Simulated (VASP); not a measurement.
# Se (Pm-3m) in VASP: notebook, part 2 of 2

VASP 6.6.1. The steps go on from the part before.

**3. Single point, r2SCAN**

Contents of INCAR:

```
PREC = Accurate ; ENCUT = 520
EDIFF = 1E-7 ; ISMEAR = -1
SIGMA = 0.05 ; LREAL = F
LASPH = T ; NELM = 80
ALGO = Normal ; ISIF = 2
LWAVE = F ; LCHARG = F
METAGGA = R2SCAN ; LMIXTAU = T
```

Contents of KPOINTS:

```
Automatic mesh
0
Gamma
  9 9 9
```

Contents of POSCAR:

```
Se
1.0
    2.8105630200      0.0000000000      0.0000000000
    0.0000000000      2.8105630200      0.0000000000
    0.0000000000      0.0000000000      2.8105630200
Se
1
Direct
    0.0000000000      0.0000000000      0.0000000000
```

Potentials or basis: VASP PAW PBE potentials, release 64 (Se).

Launch:

```bash
$ cat potpaw_PBE.64/Se/POTCAR > POTCAR
$ mpirun -np 1 vasp_std > vasp.out
```

OUTCAR:

```text
PREC = Accurate
   ENCUT = 520
   EDIFF = 1E-7
   ISMEAR = -1
   LREAL = F
   LASPH = T
   NELM = 80
   ISIF = 2
   METAGGA = R2SCAN

 ion  position               nearest neighbor table
   1  0.000  0.000  0.000-

  LATTYP: Found a simple cubic cell.
 ALAT       =     2.8105630200

  Lattice vectors:

 A1 = (   2.8105630200,   0.0000000000,   0.0000000000)
 A2 = (   0.0000000000,   2.8105630200,   0.0000000000)
 A3 = (   0.0000000000,   0.0000000000,   2.8105630200)

Analysis of symmetry for initial positions (statically):
=====================================================================
 Subroutine PRICEL returns:
 Original cell was already a primitive cell.

 Routine SETGRP: Setting up the symmetry group for a
 simple cubic supercell.

 Subroutine GETGRP returns: Found 48 space group operations
 (whereof 48 operations were pure point group operations)
 out of a pool of 48 trial point group operations.

[... 152 lines left out ...]
 Free energy of the ion-electron system (eV)
  ---------------------------------------------------
  ext. energy  EPLUGINS =         0.00000000
  ---------------------------------------------------
  free energy    TOTEN  =       -14.05695171 eV

  energy without entropy =      -14.05048910  energy(sigma->0) =      -14.05372040

 E-fermi :   4.7219     XC(G=0): -10.5198

 val. band max:        4.7153589806   @ k =   0.1111   0.1111   0.1111
 cond. band min:       4.9115487397   @ k =   0.1111   0.1111   0.1111
 fundamental gap:      0.1961897591
 Fermi energy:         4.7218689396

 k-point     1 :       0.0000    0.0000    0.0000
  band No.  band energies     occupation
      1     -12.1989      2.00000
      2       6.2005      0.00000
      3       6.2005      0.00000
      4       6.2005      0.00000
      5      12.8930      0.00000
      6      12.8930      0.00000
      7      13.5157      0.00000
[... 221 lines left out ...]
 k-point    24 :       0.4444    0.3333    0.1111
  band No.  band energies     occupation
      1      -8.3889      2.00000
      2      -0.9460      2.00000
      3       1.1480      2.00000
      4       7.2613      0.00000
      5      10.0303      0.00000
      6      17.4131      0.00000
      7      18.9681      0.00000

 [... further k-points ...]
[... 5 lines left out ...]
  --------------------------------------------------------------------------------------
  -------------------------------------------------------------------------------------
  Total        0.1030928      0.1030928      0.1030928      0.0000000     -0.0000000     -0.0000000
  in kB        7.4397625      7.4397625      7.4397625      0.0000000     -0.0000000     -0.0000000
  external PRESSURE =       7.4397625 kB  Pullay stress =       0.0000000 kB

 VOLUME and BASIS-vectors are now :
 -----------------------------------------------------------------------------
  energy-cutoff  :      520.00
  volume of cell :       22.20
      direct lattice vectors                 reciprocal lattice vectors
     2.810563020  0.000000000  0.000000000     0.355800597  0.000000000  0.000000000
     0.000000000  2.810563020  0.000000000     0.000000000  0.355800597  0.000000000
     0.000000000  0.000000000  2.810563020     0.000000000  0.000000000  0.355800597

 POSITION                                       TOTAL-FORCE (eV/Angst)
 -----------------------------------------------------------------------------------
      0.00000      0.00000      0.00000         0.000000      0.000000      0.000000
 -----------------------------------------------------------------------------------
    total drift:                               -0.000000      0.000000      0.000000

  FREE ENERGIE OF THE ION-ELECTRON SYSTEM (eV)
  ---------------------------------------------------
  free  energy   TOTEN  =       -14.0569517065 eV

  energy  without entropy=      -14.0504890953  energy(sigma->0) =      -14.05372040
```

OSZICAR:

```text
N       E                     dE             d eps       ncg     rms          rms(c)
DAV:   1     0.745753857063E+00    0.74575E+00   -0.28976E+03   497   0.749E+02
DAV:   2    -0.150075852971E+02   -0.15753E+02   -0.14974E+02   686   0.874E+01
DAV:   3    -0.153214307896E+02   -0.31385E+00   -0.31210E+00   546   0.139E+01
DAV:   4    -0.153219355828E+02   -0.50479E-03   -0.50479E-03   756   0.662E-01
DAV:   5    -0.153219360028E+02   -0.42002E-06   -0.41942E-06   553   0.129E-02    0.389E+00
DAV:   6    -0.139340937147E+02    0.13878E+01   -0.19764E-01   511   0.424E+00    0.248E+00
DAV:   7    -0.144838587231E+02   -0.54977E+00   -0.17768E-01   497   0.439E+00    0.217E-01
DAV:   8    -0.140490544173E+02    0.43480E+00   -0.14431E-01   504   0.361E+00    0.147E-01
DAV:   9    -0.140547225824E+02   -0.56682E-02   -0.16697E-03   609   0.519E-01    0.501E-02
DAV:  10    -0.140526799179E+02    0.20427E-02   -0.10345E-04   637   0.114E-01    0.102E-01
DAV:  11    -0.140567263098E+02   -0.40464E-02   -0.11197E-03   518   0.388E-01    0.451E-02
DAV:  12    -0.140569290798E+02   -0.20277E-03   -0.72947E-05   525   0.103E-01    0.410E-02
DAV:  13    -0.140569383260E+02   -0.92461E-05   -0.19502E-06   616   0.152E-02    0.460E-02
DAV:  14    -0.140569407361E+02   -0.24101E-05   -0.44865E-07   616   0.753E-03    0.194E-02
DAV:  15    -0.140569516310E+02   -0.10895E-04   -0.47804E-06   511   0.288E-02    0.281E-03
DAV:  16    -0.140569517065E+02   -0.75469E-07   -0.97448E-08   616   0.400E-03
   1 F= -.14056952E+02 E0= -.14053720E+02  d E =-.646261E-02
```

It took 18 s on 1 thread of Intel Xeon Platinum 8488C (Sapphire Rapids), shared host; peak memory 0.13 GiB.

Results:

```
Free energy            : -14.0570 eV
Pressure               : 0.7 GPa
Band gap on the k mesh : none (metal or under the smearing width)
```

Caveat: the PAW data sets were made with another functional, which shifts forces and pressure a little.

**4. Relaxation of cell and atoms, SCAN0**

POSCAR is that of step 3.

Contents of INCAR.step1:

```
SYSTEM = Se
  PREC = Accurate
  ENCUT = 600
  EDIFF = 1E-5
  ISMEAR = 0
  SIGMA = 0.05
  LREAL = .False.
  LASPH = .True.
  NELM = 100
  ALGO = Normal
  LWAVE = .True.
  LCHARG = .False.
  GGA = PE
```

Contents of INCAR.step2:

```
SYSTEM = Se
  PREC = Accurate
  ENCUT = 600
  EDIFF = 1E-6
  ISMEAR = 0
  SIGMA = 0.05
  LREAL = .False.
  LASPH = .True.
  NELM = 100
  ALGO = Normal
  ISIF = 3
  LWAVE = .False.
  LCHARG = .False.
  METAGGA = SCAN
  LHFCALC = .True.
  AEXX = 0.25
  LMIXTAU = .True.
  PRECFOCK = Normal
  IBRION = 2
  NSW = 40
  EDIFFG = -0.005
  ISTART = 1
```

Contents of KPOINTS:

```
regular mesh
0
Gamma
  5 5 5
  0 0 0
```

Launch:

```bash
$ cat potpaw_PBE.64/Se/POTCAR > POTCAR
$ cp INCAR.step1 INCAR
$ mpirun -np 1 vasp_std > vasp.out
$ cp INCAR.step2 INCAR
$ mpirun -np 1 vasp_std > vasp.out
```

Wall time 16 min (1 thread of Intel Xeon Platinum 8488C (Sapphire Rapids), shared host); peak memory 0.16 GiB.

It converged, with:

| Property | Result |
| --- | --- |
| Free energy | -16.8065 eV |
| Relaxed volume | 20.68 Å³/atom |
| Relaxed cell | a = 2.745 Å, b = 2.745 Å, c = 2.745 Å, α = 90.00°, β = 90.00°, γ = 90.00° |
| Space group after relaxing (to 0.05 Å) | Pm-3m (No. 221) |
| Energy gained by relaxing | 26.6 meV/atom |
| Ionic steps | 33 |
| Pressure after relaxing | 0.0 GPa |
| Band gap on the k mesh | none (metal or under the smearing width) |

The path:
```tsv
step	energy change (eV)	largest force (eV/Å)	pressure (GPa)	volume (Å³)
1	0.0000	0.0000	-5.30	22.20
2	-0.0183	0.0000	3.59	19.92
3	-0.0266	0.0000	0.05	20.69
4	-0.0266	0.0000	-0.09	20.72
5	-0.0266	0.0000	-0.12	20.72
6	-0.0266	0.0000	-0.13	20.72
7	-0.0266	0.0000	-0.12	20.72
8	-0.0266	0.0000	-0.12	20.72
9	-0.0266	0.0000	-0.12	20.72
10	-0.0266	0.0000	-0.12	20.72
11	-0.0266	0.0000	-0.12	20.72
12	-0.0266	0.0000	-0.12	20.72
13	-0.0266	0.0000	-0.12	20.72
14	-0.0266	0.0000	-0.12	20.72
15	-0.0266	0.0000	-0.11	20.71
16	-0.0266	0.0000	-0.11	20.70
17	-0.0266	0.0000	-0.11	20.69
18	-0.0266	0.0000	0.14	20.65
19	-0.0266	0.0000	0.13	20.67
20	-0.0266	0.0000	0.12	20.68
21	-0.0266	0.0000	0.09	20.68
22	-0.0266	0.0000	0.06	20.68
23	-0.0266	0.0000	0.04	20.68
24	-0.0266	0.0000	0.04	20.69
25	-0.0266	0.0000	0.05	20.69
26	-0.0266	0.0000	0.04	20.71
27	-0.0266	0.0000	-0.16	20.74
28	-0.0266	0.0000	-0.14	20.72
29	-0.0266	0.0000	-0.12	20.71
30	-0.0266	0.0000	-0.09	20.71
31	-0.0266	0.0000	-0.09	20.71
32	-0.0266	0.0000	-0.09	20.70
33	-0.0266	0.0000	0.02	20.68
```

Final structure:
```yaml
crystal:
  lattice:
    - [2.74466, 0.00000, 0.00000]
    - [0.00000, 2.74466, 0.00000]
    - [0.00000, 0.00000, 2.74466]
  atoms:
    - { symbol: Se, position: [0.00000, 0.00000, 0.00000] }
```

Levels at points of the mesh, in eV from the Fermi level:
```tsv
k point	band 1	band 2	band 3	band 4	band 5	band 6	band 7
(0.00, 0.00, 0.00)	-18.56	3.21	3.21	3.21	9.89	9.89	10.88
```

Caveat: the k mesh is coarse (spacing up to 0.45 Å⁻¹), so the values aren't converged, least of all with exact exchange; the PAW data sets were made with another functional, which shifts forces and pressure a little.

**5. Single point, PBE**

Contents of INCAR:

```
SYSTEM = Se
PREC = Accurate ; ENCUT = 450
EDIFF = 1E-6 ; ISMEAR = 0
SIGMA = 0.02 ; LREAL = .False.
LASPH = .True. ; NELM = 80
ALGO = Normal ; ISIF = 2
LWAVE = .False. ; LCHARG = .False.
GGA = PE ; NBANDS = 9
```

Contents of KPOINTS:

```
Automatic mesh
0
Gamma
  5 5 5
  0 0 0
```

POSCAR is that of step 4.

Potentials or basis: VASP PAW PBE potentials, release 64 (Se_GW).

Launch:

```bash
$ cat potpaw_PBE.64/Se_GW/POTCAR > POTCAR
$ mpirun -np 1 vasp_std > vasp.out
```

It took 1.8 s on 1 thread of Intel Xeon Platinum 8488C (Sapphire Rapids), shared host; peak memory 0.11 GiB.

Results (log left out):

- Free energy: -3.1178 eV
- Pressure: 0.0 GPa
- Band gap on the k mesh: none (metal or under the smearing width)

Levels at points of the mesh, in eV from the Fermi level:
```
           k point  band 1  band 2  band 3  band 4  band 5  band 6  band 7  band 8
(0.00, 0.00, 0.00)  -15.68    1.94    1.94    1.94    8.27    8.27    8.47   22.88
```

Caveat: the k mesh is coarse (spacing up to 0.45 Å⁻¹), so the values aren't converged.

**6. The reference run**

An earlier run on the cell as given: functional PBE; potentials or basis VASP PAW PBE potentials, release 64 (Se); cutoff 520 eV; k mesh 9 × 9 × 9; occupations fermi-dirac, width 0.05 eV; no spin polarisation.

* Pressure: 2.0 GPa
* Band gap on the k mesh: none (metal or under the smearing width)

**7. Summary**

```tsv
task	level	potentials or basis	cell	k mesh	cutoff (eV)	smearing	grid for exact exchange (PRECFOCK)	exchange at q = 0	mesh quality	gap on the mesh (eV)	pressure (GPa)
relaxation of the atoms	r2SCAN	VASP PAW PBE potentials, release 64 (Se)	atoms relaxed from: cell strained at random at fixed volume	9 × 9 × 9	520	gaussian 0.05 eV	-	-	not flagged	none	0.8
single point	r2SCAN	VASP PAW PBE potentials, release 64 (Se)	as given	9 × 9 × 9	520	fermi-dirac 0.05 eV	-	-	not flagged	none	0.7
relaxation of cell and atoms	SCAN0	VASP PAW PBE potentials, release 64 (Se)	relaxed	5 × 5 × 5	600	gaussian 0.05 eV	Normal	default	coarse	none	0.0
single point	PBE	VASP PAW PBE potentials, release 64 (Se_GW)	as given	5 × 5 × 5	450	gaussian 0.02 eV	-	-	coarse	none	0.0
single point	PBE	VASP PAW PBE potentials, release 64 (Se)	as given	9 × 9 × 9	520	fermi-dirac 0.05 eV	-	-	not flagged	none	2.0
```

Alike in all rows: no spin polarisation.

Caveats: some runs use coarse meshes; the PAW data sets were made with another functional, which shifts forces and pressure a little (some runs); the relaxation stopped at its first step, so nothing moved (some runs).

Total energies depend on the potentials used, so only differences within one code and one set of settings carry meaning.
